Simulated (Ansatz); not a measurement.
# Al in place of Ga: GaP and AlP

Computed with Ansatz, DFT PBE, scalar-relativistic, plane waves, PAW. All cells share a 420 eV cutoff and Γ-centred k meshes spaced about 0.3 Å⁻¹ or finer (0.25 for metals, 2π included). No spin polarisation.

Formation energies are uncorrected and refer to the elements' standard structures at the same level. The references include black phosphorus.

GaP in the zinc blende type (F-43m (No. 216); COD) has a = 5.505 Å, 20.85 Å³/atom, shortest distance 2.38 Å (Ga–P), formation energy -0.432 eV/atom, a gap of 1.58 eV on its mesh:

```cif
data_structure
_symmetry_space_group_name_H-M 'P 1'
_symmetry_Int_Tables_number 1
_cell_length_a 3.8927
_cell_length_b 3.8927
_cell_length_c 3.8927
_cell_angle_alpha 60.000
_cell_angle_beta 60.000
_cell_angle_gamma 60.000
_cell_volume 41.71
loop_
_atom_site_label
_atom_site_type_symbol
_atom_site_fract_x
_atom_site_fract_y
_atom_site_fract_z
_atom_site_occupancy
Ga1 Ga 0.00000 0.00000 0.00000 1
P1 P 0.75000 0.75000 0.75000 1
```

Problem. Al takes the place of Ga, and the cell is relaxed in the same type. What changes?

Solution. AlP (COD) has a = 5.507 Å, 20.88 Å³/atom, shortest distance 2.38 Å (Al–P), formation energy -0.633 eV/atom, a gap of 1.63 eV on its mesh. The volume per atom changes by +0.1 % and the formation energy by -0.201 eV/atom (from unrounded values). The gap widens by 0.05 eV. The covalent radius goes from 1.22 Å (Ga) to 1.21 Å (Al), a change of -0.01 Å, and the shortest distance changes by +0.00 Å; the electronegativity goes from 1.81 to 1.61.

```cif
data_structure
_symmetry_space_group_name_H-M 'F-43m'
_symmetry_Int_Tables_number 216
_cell_length_a 5.5073
_cell_length_b 5.5073
_cell_length_c 5.5073
_cell_angle_alpha 90.000
_cell_angle_beta 90.000
_cell_angle_gamma 90.000
_cell_volume 167.04
loop_
_atom_site_label
_atom_site_type_symbol
_atom_site_symmetry_multiplicity
_atom_site_Wyckoff_symbol
_atom_site_fract_x
_atom_site_fract_y
_atom_site_fract_z
_atom_site_occupancy
Al1 Al 4 a 0.00000 0.00000 0.00000 1
P1 P 4 d 0.25000 0.25000 0.75000 1
```

Kohn–Sham gaps at this level usually fall short of measured ones. The reference form of P is held partly by dispersion forces, which this level lacks. Whether either cell is stable depends on other phases, which aren't compared here.
